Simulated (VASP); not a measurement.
Crystal: Si.

```
Si
1.0
     0.00000    2.72185    2.72185
     2.72185    0.00000    2.72185
     2.72185    2.72185    0.00000
Si
2
Direct
  0.50000 0.50000 0.50000
  0.75000 0.75000 0.75000
```

- Program: VASP 6.6.1
- Task: single point
- Functional: PBEsol
- Potentials or basis: VASP PAW PBE potentials, release 64 (Si)
- Cutoff: 520 eV
- k mesh: 8 × 8 × 8
- Occupations: fermi-dirac, width 0.05 eV
- Spin: no spin polarisation

On this cell: pressure -0.4 GPa; largest force zero by symmetry; band gap on the k mesh 0.51 eV, indirect (least direct gap 2.51 eV).

The same run follows on a disturbed copy (atoms moved at random, drawn with an rms of 0.05 Å):

```
Si
1.0
     0.00000    2.72185    2.72185
     2.72185    0.00000    2.72185
     2.72185    2.72185    0.00000
Si
2
Direct
  0.50931 0.48936 0.50317
  0.74387 0.75191 0.74386
```

**Question.** What does the disturbed cell give?

**Answer.** The energy moves by +15.4 meV/atom; pressure -0.3 GPa; largest force 0.885 eV/Å; band gap on the k mesh 0.11 eV, indirect (least direct gap 1.99 eV).

Forces in eV/Å, atoms in the order of the input:
```
Si   0.097 -0.876 -0.082
Si  -0.097  0.876  0.082
```

Stress tensor (GPa, compression positive):
```
-0.16  0.25  2.60
 0.25 -0.44 -0.30
 2.60 -0.30 -0.16
```

Caveats: the PAW data sets were made with another functional, which shifts forces and pressure a little.

A k mesh can miss the band edges.
